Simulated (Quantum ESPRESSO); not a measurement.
# Ir (P6_3/mmc) in Quantum ESPRESSO: reference runs, part 2 of 2

Quantum ESPRESSO 7.5. Earlier steps stand in the parts before.

## 3. Single point, PBE (atoms moved at random, drawn with an rms of 0.05 Å)

pw.in

```
&CONTROL
  calculation = 'scf'
  prefix = 'pwscf'
  outdir = './tmp'
  pseudo_dir = './pseudo'
  tprnfor = .true.
  tstress = .true.
  disk_io = 'nowf'
/
&SYSTEM
  ibrav = 0
  nat = 2
  ntyp = 1
  ecutwfc = 55
  ecutrho = 440
  nbnd = 22
  occupations = 'smearing'
  smearing = 'fd'
  degauss = 0.00367493
/
&ELECTRONS
  conv_thr = 4d-10
  electron_maxstep = 120
  mixing_beta = 0.5
/
ATOMIC_SPECIES
Ir   192.2170 Ir_pbe_v1.2.uspp.F.UPF
CELL_PARAMETERS angstrom
   2.7513778946    0.0000000000    0.0000000000
  -1.3756889473    2.3827631521    0.0000000000
   0.0000000000    0.0000000000    4.4622900000
ATOMIC_POSITIONS crystal
Ir     0.3444510000    0.6613210000    0.2571310000
Ir     0.6490330000    0.3450400000    0.7464990000
K_POINTS automatic
11 11 6 0 0 0
```

Potentials or basis: SSSP 1.3 efficiency PBE.

Run with:

```bash
> OMP_NUM_THREADS=1 pw.x -in pw.in > pw.out
```

pw.out:

```text
This program is part of the open-source Quantum ESPRESSO suite
     for quantum simulation of materials; please cite
         "P. Giannozzi et al., J. Phys.:Condens. Matter 21 395502 (2009);
         "P. Giannozzi et al., J. Phys.:Condens. Matter 29 465901 (2017);
         "P. Giannozzi et al., J. Chem. Phys. 152 154105 (2020);
     in publications or presentations arising from this work. More details at

     G-vector sticks info
     --------------------
     sticks:   dense  smooth     PW     G-vecs:    dense   smooth      PW
     Sum         823     421    121                30723    10863    1871

     Using Slab Decomposition

     bravais-lattice index     =            0
     lattice parameter (alat)  =       5.1994  a.u.
     unit-cell volume          =     197.4174 (a.u.)^3
     number of atoms/cell      =            2
     number of atomic types    =            1
     number of electrons       =        30.00
     number of Kohn-Sham states=           22
     kinetic-energy cutoff     =      55.0000  Ry
     charge density cutoff     =     440.0000  Ry
     scf convergence threshold =      4.0E-10
     mixing beta               =       0.5000
     number of iterations used =            8  plain     mixing
     Exchange-correlation= SLA  PW   PBE  PBE
                           (   1   4   3   4   0   0   0)

     celldm(1)=   5.199351  celldm(2)=   0.000000  celldm(3)=   0.000000
     celldm(4)=   0.000000  celldm(5)=   0.000000  celldm(6)=   0.000000

     crystal axes: (cart. coord. in units of alat)
               a(1) = (   1.000000   0.000000   0.000000 )
               a(2) = (  -0.500000   0.866025   0.000000 )
               a(3) = (   0.000000   0.000000   1.621838 )

     reciprocal axes: (cart. coord. in units 2 pi/alat)
               b(1) = (  1.000000  0.577350 -0.000000 )
               b(2) = (  0.000000  1.154701  0.000000 )
               b(3) = (  0.000000 -0.000000  0.616584 )

     PseudoPot. # 1 for Ir read from file:
     Ir_pbe_v1.2.uspp.F.UPF
     Pseudo is Ultrasoft + core correction, Zval = 15.0
     Generated by new atomic code, or converted to UPF format
     Using radial grid of  983 points,  7 beta functions with:
                l(1) =   0
                l(2) =   0
                l(3) =   1
                l(4) =   1
                l(5) =   1
                l(6) =   2
                l(7) =   2
     Q(r) pseudized with  8 coefficients,  rinner =    1.400   1.400   1.400
                                                       1.400   1.400

     atomic species   valence    mass     pseudopotential
     Ir               15.00   192.21700     Ir( 1.00)

     No symmetry found

   Cartesian axes

     site n.     atom                  positions (alat units)
         1        Ir     tau(   1) = (   0.0137905   0.5727208   0.4170249  )
         2        Ir     tau(   2) = (   0.4765130   0.2988134   1.2107007  )

     number of k points=   364  Fermi-Dirac smearing, width (Ry)=  0.0037

     Number of k-points >= 100: set verbosity='high' to print them.

     Dense  grid:    30723 G-vectors     FFT dimensions: (  36,  36,  60)

     Smooth grid:    10863 G-vectors     FFT dimensions: (  25,  25,  40)

     Initial potential from superposition of free atoms

     starting charge      28.9999, renormalised to      30.0000

     negative rho (up, down):  7.502E-01 0.000E+00
     Starting wfcs are   24 randomized atomic wfcs

     Self-consistent Calculation

     iteration #  1     ecut=    55.00 Ry     beta= 0.50
     Davidson diagonalization with overlap
     ethr =  1.00E-02,  avg # of iterations =  4.4

     negative rho (up, down):  6.560E-01 0.000E+00

     total energy              =    -363.31965767 Ry
     estimated scf accuracy    <       1.34219814 Ry

     iteration #  2     ecut=    55.00 Ry     beta= 0.50
     Davidson diagonalization with overlap
     ethr =  4.47E-03,  avg # of iterations =  2.0

     negative rho (up, down):  6.404E-01 0.000E+00

     total energy              =    -363.54496452 Ry
     estimated scf accuracy    <       0.01168666 Ry

     iteration #  3     ecut=    55.00 Ry     beta= 0.50
     Davidson diagonalization with overlap
     ethr =  3.90E-05,  avg # of iterations =  8.5

     negative rho (up, down):  6.366E-01 0.000E+00

     total energy              =    -363.54711289 Ry
     estimated scf accuracy    <       0.00186187 Ry

     iteration #  4     ecut=    55.00 Ry     beta= 0.50
     Davidson diagonalization with overlap
     ethr =  6.21E-06,  avg # of iterations =  3.4

     negative rho (up, down):  6.344E-01 0.000E+00

     total energy              =    -363.54733564 Ry
     estimated scf accuracy    <       0.00053842 Ry

     iteration #  5     ecut=    55.00 Ry     beta= 0.50
     Davidson diagonalization with overlap
     ethr =  1.79E-06,  avg # of iterations =  4.9

     negative rho (up, down):  6.344E-01 0.000E+00

     total energy              =    -363.54739385 Ry
     estimated scf accuracy    <       0.00010764 Ry

     iteration #  6     ecut=    55.00 Ry     beta= 0.50
     Davidson diagonalization with overlap
     ethr =  3.59E-07,  avg # of iterations =  1.0

     negative rho (up, down):  6.343E-01 0.000E+00

     total energy              =    -363.54740334 Ry
     estimated scf accuracy    <       0.00004540 Ry

     iteration #  7     ecut=    55.00 Ry     beta= 0.50
     Davidson diagonalization with overlap
     ethr =  1.51E-07,  avg # of iterations =  2.0

     negative rho (up, down):  6.346E-01 0.000E+00

     total energy              =    -363.54740865 Ry
     estimated scf accuracy    <       0.00000475 Ry

     iteration #  8     ecut=    55.00 Ry     beta= 0.50
     Davidson diagonalization with overlap
     ethr =  1.58E-08,  avg # of iterations =  2.1

     negative rho (up, down):  6.346E-01 0.000E+00

     total energy              =    -363.54740966 Ry
     estimated scf accuracy    <          7.8E-09 Ry

     iteration #  9     ecut=    55.00 Ry     beta= 0.50
     Davidson diagonalization with overlap
     ethr =  2.61E-11,  avg # of iterations =  3.0

     negative rho (up, down):  6.346E-01 0.000E+00

     End of self-consistent calculation

     Number of k-points >= 100: set verbosity='high' to print the bands.

     the Fermi energy is    23.9955 ev

!    total energy              =    -363.54740967 Ry
     estimated scf accuracy    <          3.3E-10 Ry
     smearing contrib. (-TS)   =      -0.00182899 Ry
     internal energy E=F+TS    =    -363.54558068 Ry

     The total energy is F=E-TS. E is the sum of the following terms:
     one-electron contribution =     -18.19125890 Ry
     hartree contribution      =      36.51969297 Ry
     xc contribution           =    -100.79041437 Ry
     ewald contribution        =    -281.08360038 Ry

     convergence has been achieved in   9 iterations

     negative rho (up, down):  6.346E-01 0.000E+00

     Forces acting on atoms (cartesian axes, Ry/au):

     atom    1 type  1   force =    -0.01893413    0.00790815   -0.02268457
     atom    2 type  1   force =     0.01893413   -0.00790815    0.02268457

     Total force =     0.043258     Total SCF correction =     0.000081

     Computing stress (Cartesian axis) and pressure

     negative rho (up, down):  6.346E-01 0.000E+00
          total   stress  (Ry/bohr**3)                   (kbar)     P=      -11.56
  -0.00006806  -0.00005802   0.00007790          -10.01       -8.53       11.46
  -0.00005802  -0.00012166  -0.00003487           -8.53      -17.90       -5.13
   0.00007790  -0.00003487  -0.00004595           11.46       -5.13       -6.76

=------------------------------------------------------------------------------=
   JOB DONE.
=------------------------------------------------------------------------------=
```

Run time: 3.8 min. Hardware: 1 thread of Arm Neoverse N1, shared host; peak memory 0.32 GiB.

Results:

- Free energy: -4946.3145 eV
- Pressure: -1.2 GPa
- Largest force: 0.786 eV/Å
- Band gap on the k mesh: none (metal or under the smearing width)

Forces in eV/Å, atoms in the order of the input:
```
Ir  -0.487  0.203 -0.583
Ir   0.487 -0.203  0.583
```

Levels at points of the mesh, in eV from the Fermi level:
| k point | band 12 | band 13 | band 14 | band 15 | band 16 | band 17 | band 18 | band 19 |
| --- | --- | --- | --- | --- | --- | --- | --- | --- |
| (0.00, 0.00, 0.00) | -3.14 | -2.91 | -2.52 | -1.92 | -0.67 | -0.10 | 0.58 | 6.84 |
| (0.00, 0.00, -0.50) | -3.81 | -3.71 | -3.66 | -0.71 | -0.45 | -0.41 | -0.27 | 10.56 |
